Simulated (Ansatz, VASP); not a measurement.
BaHfO3: VASP beside Ansatz

INCAR

```
PREC = Accurate
ENCUT = 600
EDIFF = 1E-6
ISMEAR = 0
SIGMA = 0.1
LREAL = F
LASPH = T
NELM = 100
ALGO = Normal
ISIF = 3
LWAVE = F
LCHARG = F
GGA = PE
IBRION = 2
NSW = 60
EDIFFG = -0.04
```

KPOINTS

```
regular mesh
0
Gamma
  4 4 4
```

The input POSCAR:

```
BaHfO3
1.0
    4.1695670000      0.0000000000      0.0000000000
    0.0000000000      4.1695670000      0.0000000000
    0.0000000000      0.0000000000      4.1703770000
Ba Hf O
1 1 3
Direct
    0.5000000000      0.5000000000      0.9964250000
    0.0000000000      0.0000000000      0.4978750000
    0.0000000000      0.5000000000      0.4988900000
    0.5000000000      0.0000000000      0.4988900000
    0.0000000000      0.0000000000      0.9979410000
```

Input for Ansatz:

```yaml
crystal:
  lattice:
    - [4.169567, 0.0, 0.0]
    - [0.0, 4.169567, 0.0]
    - [0.0, 0.0, 4.170377]
  atoms:
    - { symbol: Ba, position: [0.5, 0.5, 0.996425] }
    - { symbol: Hf, position: [0.0, 0.0, 0.497875] }
    - { symbol: O, position: [0.0, 0.5, 0.49889] }
    - { symbol: O, position: [0.5, 0.0, 0.49889] }
    - { symbol: O, position: [0.0, 0.0, 0.997941] }
basis:
  ecutwfc: 420
kpoints:
  mp_grid: { grid: [4, 4, 4] }
hamiltonian:
  xc: pbe
scf:
  occupations: { method: gaussian, width: 0.1 }
output:
  forces: true
  stress: true
  eigenvalues: true
relax:
  adjacent_minimum: "off"
  f_tol: 0.04
  max_steps: 40
  cell: { stress_tol: 0.4 }
```

The cell comes from a database or a generator and needn't be the stable form of this composition.

Alike in both runs: task relaxation of cell and atoms; functional PBE; k mesh 4 × 4 × 4; occupations gaussian, width 0.1 eV; no spin polarisation.

```csv
,VASP,Ansatz
version,VASP 6.6.1,Ansatz 0.2.0
potentials or method,"VASP PAW PBE potentials, release 64 (Ba_sv, Hf_pv, O)","scalar-relativistic, plane waves, PAW"
plane-wave cutoff (eV),600,420
valence electrons in the cell,38,54
```

```csv
,VASP,Ansatz,Ansatz less VASP
"gap on the k mesh at the Fermi level, each at its own relaxed structure (eV)",3.54,3.62,+0.081
relaxed volume (Å³/atom),14.82,14.87,+0.048
relaxed cell length with the largest relative difference (Å),4.200,4.205,+0.0046
energy change over the relaxation (meV/atom),-4,-5,-1.5
```

The two sets of potentials don't hold the same shells in valence.

Caveats: spin-orbit coupling is left out, which moves the levels of the heavy elements. Expect the measured gap to be larger: semilocal functionals such as PBE lack the derivative discontinuity. A k mesh can miss the band edges.
